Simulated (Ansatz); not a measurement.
The system is Pd.

```xyz
1
Lattice="-1.5723 1.5723 1.5723 1.5723 -1.5723 1.5723 1.5723 1.5723 -1.5723" Properties=species:S:1:pos:R:3 pbc="T T T"
Pd    0.0000    0.0000    0.0000
```

This isn't the form of Pd at room conditions, which is fcc.

```yaml
Program: Ansatz 0.2.0
Task: relaxation of cell and atoms
Functional: PBEsol
Potentials_or_basis: all-electron LAPW, scalar-relativistic
Basis_error_allowed: 0.001 eV/atom
k_mesh: 12 × 12 × 12
Occupations: fermi-dirac, width 0.05 eV
Spin: no spin polarisation
```

At the start: volume 15.55 Å³/atom.

**Question.** Where does the relaxation end?

**Answer.** Over 5 steps the energy falls by 29.8 meV/atom and the volume is 14.66 Å³/atom (-5.7 %); space group Im-3m (No. 229, to 0.05 Å).

Step by step:
| step | energy change (eV) | largest force (eV/Å) | volume (Å³) |
| --- | --- | --- | --- |
| 1 | 0.0000 | 0.0000 | 15.55 |
| 2 | -0.0032 | 0.0000 | 13.91 |
| 3 | -0.0293 | 0.0000 | 14.76 |
| 4 | -0.0298 | 0.0000 | 14.66 |
| 5 | -0.0298 | 0.0000 | 14.66 |

Final structure:
```xyz
1
Lattice="-1.5417 1.5417 1.5417 1.5417 -1.5417 1.5417 1.5417 1.5417 -1.5417" Properties=species:S:1:pos:R:3 pbc="T T T"
Pd    0.0000    0.0000    0.0000
```
